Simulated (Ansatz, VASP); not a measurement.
One calculation of TiC, two programs

Contents of INCAR:

```
PREC = Accurate ; ENCUT = 520
EDIFF = 1E-6 ; ISMEAR = 0
SIGMA = 0.013000000000000001 ; LREAL = False
LASPH = True ; NELM = 60
ALGO = Normal ; ISIF = 2
LWAVE = False ; LCHARG = False
GGA = PE ; NBANDS = 15
```

KPOINTS

```
regular mesh
0
Gamma
  11 11 11
```

Contents of POSCAR:

```
TiC
1.0
    0.0000000000      2.1657188437      2.1657188437
    2.1657188437      0.0000000000      2.1657188437
    2.1657188437      2.1657188437      0.0000000000
Ti C
1 1
Direct
    0.0000000000      0.0000000000      0.0000000000
    0.5000000000      0.5000000000      0.5000000000
```

The input input.yaml:

```yaml
crystal:
  lattice:
    - [0.0, 2.1657188437, 2.1657188437]
    - [2.1657188437, 0.0, 2.1657188437]
    - [2.1657188437, 2.1657188437, 0.0]
  atoms:
    - { symbol: Ti, position: [0.0, 0.0, 0.0] }
    - { symbol: C, position: [0.5, 0.5, 0.5] }
hamiltonian:
  xc: pbe
  pseudopotentials: { kind: paw }
kpoints:
  mp_grid: { grid: [11, 11, 11] }
scf:
  occupations: { method: gaussian, width: 0.013 }
output:
  forces: true
  stress: true
  eigenvalues: true
  write_density: true
  write_potential: true
  elf: true
  volumetric_format: npy
```

The cell is a database's computed one.

Alike in both runs: task single point; functional PBE; k mesh 11 × 11 × 11; occupations gaussian, width 0.013 eV; no spin polarisation.

```csv
,VASP,Ansatz
version,VASP 6.6.1,Ansatz 0.2.0
potentials or method,"VASP PAW PBE potentials, release 64 (Ti_sv, C)",Ansatz PAW
plane-wave cutoff (eV),520,420
valence electrons in the cell,16,16
```

VASP gave:

| Item | Value |
| --- | --- |
| gap on the k mesh at the Fermi level (eV) | none |
| pressure (GPa) | 0.5 |

Problem. What did Ansatz give for the same quantities?

Solution. gap on the k mesh at the Fermi level (eV): none; pressure (GPa): 0.3.

A gap of «none» marks a metal or a gap that the smearing closes.
